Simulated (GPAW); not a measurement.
**ZnSe (Stilleite): single point with PBE**

**Measured values to compare with.**

From “Alloy Disordering Effects on the Thermal Conductivity and Energy Gap Temperature Dependence of Cd1−xZnxSe Ternary Crystals Grown by the Bridgman Method”, 2023, pmc:10253836, for a bulk crystal of ZnSe at 300 K: band gap 2.695 ± 0.003 eV (an exciton energy, a little under the gap).

ZnSe (Stilleite):

```xyz
2
Lattice="0.0000 2.8338 2.8338 2.8338 0.0000 2.8338 2.8338 2.8338 0.0000" Properties=species:S:1:pos:R:3 pbc="T T T"
Se    4.2507    4.2507    4.2507
Zn    0.0000    0.0000    0.0000
```

- Program: GPAW 26.7.0
- Task: single point
- Functional: PBE
- Potentials or basis: GPAW PAW data sets (gpaw-data 1.2.1)
- Cutoff: 600 eV
- Basis: pw
- k mesh: 8 × 8 × 8
- Occupations: gaussian, width 0.011 eV
- Spin: no spin polarisation
- Maxiter: 150

The pressure is 2.1 GPa. The band gap on the k mesh is 1.30 eV, direct.

Levels at points of the mesh, in eV from the valence-band top:
| k point | band 6 | band 7 | band 8 | band 9 | band 10 | band 11 | band 12 | band 13 |
| --- | --- | --- | --- | --- | --- | --- | --- | --- |
| (0.00, 0.00, 0.00) | -6.15 | 0.00 | 0.00 | 0.00 | 1.30 | 5.81 | 5.81 | 5.81 |
| (0.50, 0.50, 0.00) | -5.97 | -4.74 | -2.18 | -2.18 | 2.99 | 3.47 | 10.73 | 11.25 |
| (0.50, 0.50, 0.50) | -5.99 | -5.22 | -0.87 | -0.87 | 2.55 | 6.39 | 6.39 | 8.57 |

It took 23 s on 1 thread of Intel(R) Xeon(R) Platinum 8259CL CPU @ 2.50GHz (Skylake/Cascade Lake), on a shared host, peak memory 0.16 GiB.

Against the measured gap of ZnSe, 2.695 eV (an exciton energy, a little under the gap; 300 K; “Alloy Disordering Effects on the Thermal Conductivity and Energy Gap Temperature Dependence of Cd1−xZnxSe Ternary Crystals Grown by the Bridgman Method”, 2023, pmc:10253836), the calculated 1.30 eV is off by -1.40 eV. So large a miss can be the level of theory's own, or it may mean another phase, state or a wrong row. Spin-orbit coupling on Se is left out. The value is that of PBE, without temperature or zero-point motion. Semilocal functionals fall short of measured gaps as a rule.
